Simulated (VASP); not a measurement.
A run of VASP 6.6.1:

INCAR

```
SYSTEM = H4C
ALGO     = Normal         ! electronic algorithm
EDIFF    = 1E-7           ! SCF threshold, eV
ENCUT    = 520            ! plane-wave cutoff, eV
ISIF     = 2              ! what is computed and relaxed
ISMEAR   = 0              ! smearing method
LASPH    = .True.         ! aspherical terms in the spheres
LCHARG   = .False.        ! write CHGCAR
LREAL    = .False.        ! projectors in reciprocal space
LWAVE    = .False.        ! write WAVECAR
NBANDS   = 12             ! bands
NELM     = 100            ! most SCF steps
PREC     = Accurate       ! precision mode
SIGMA    = 0.05           ! smearing width, eV
```

Contents of KPOINTS:

```
k-points
0
Gamma
  6 6 6
  0 0 0
```

The input POSCAR:

```
H4C
1.0
   -2.4789246809      2.4789246809      2.4789246809
    2.4789246809     -2.4789246809      2.4789246809
    2.4789246809      2.4789246809     -2.4789246809
H C
4 1
Direct
    0.0000000000      0.0000000000      0.7463128700
    0.7463128700      0.0000000000      0.0000000000
    0.0000000000      0.7463128700      0.0000000000
    0.2536871300      0.2536871300      0.2536871300
    0.0000000000      0.0000000000      0.0000000000
```

Potentials or basis: VASP PAW LDA potentials, release 64 (H, C).

The run is started by

```bash
$ cat potpaw_LDA.64/H/POTCAR potpaw_LDA.64/C/POTCAR > POTCAR
$ mpirun -np 1 vasp_std > vasp.out
```

Hardware: 1 thread of Intel(R) Xeon(R) 6975P-C (Granite Rapids), on a shared host.

**Question.** Estimate the wall time of this run.

**Answer.** Wall time 5 s on 1 thread of Intel(R) Xeon(R) 6975P-C (Granite Rapids) (shared host), peak memory 0.14 GiB. Counts: scf iterations 14, k points 16.
